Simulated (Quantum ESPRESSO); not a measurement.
# Ge in Quantum ESPRESSO: the effect of target pressure

The system is Ge.

```
Ge
1.0
     0.00000    2.82891    2.82891
     2.82891    0.00000    2.82891
     2.82891    2.82891    0.00000
Ge
2
Direct
  0.75000 0.75000 0.75000
  0.50000 0.50000 0.50000
```

Alike in all runs:

* Program: Quantum ESPRESSO 7.5
* Task: relaxation of cell and atoms
* Functional: PBE
* Potentials or basis: SSSP 1.3 efficiency PBE
* Cutoff: 857 eV
* Density cutoff: 6884 eV
* k mesh: 8 × 8 × 8
* Occupations: fermi-dirac, width 0.05 eV
* Spin: no spin polarisation

Each run relaxes the cell or the atoms first.

```tsv
target pressure	relaxed volume (Å³/atom)	gap on the mesh (eV)
0 GPa	23.88	none
2 GPa	23.14	none
5 GPa	?	?
10 GPa	21.05	0.41
20 GPa	19.41	0.34
30 GPa	18.25	0.22
```

Task: What does the run with target pressure 5 GPa give?

Result: Relaxed volume 22.21 Å³/atom; gap on the mesh 0.21 eV.

Worked out: In Murnaghan's law V^(-B') rises as a straight line in P. The other rows fit best with B' = 4.2, V0 = 23.88 Å³/atom and B0 = 60 GPa, which gives 22.24 Å³/atom at 5 GPa, against the run's 22.21.

Caveats: the volume moved by over 15 % at a fixed basis, so the end points are rough (some runs).

A k mesh can miss the band edges.

A gap of «none» marks a metal or a gap under the smearing width.
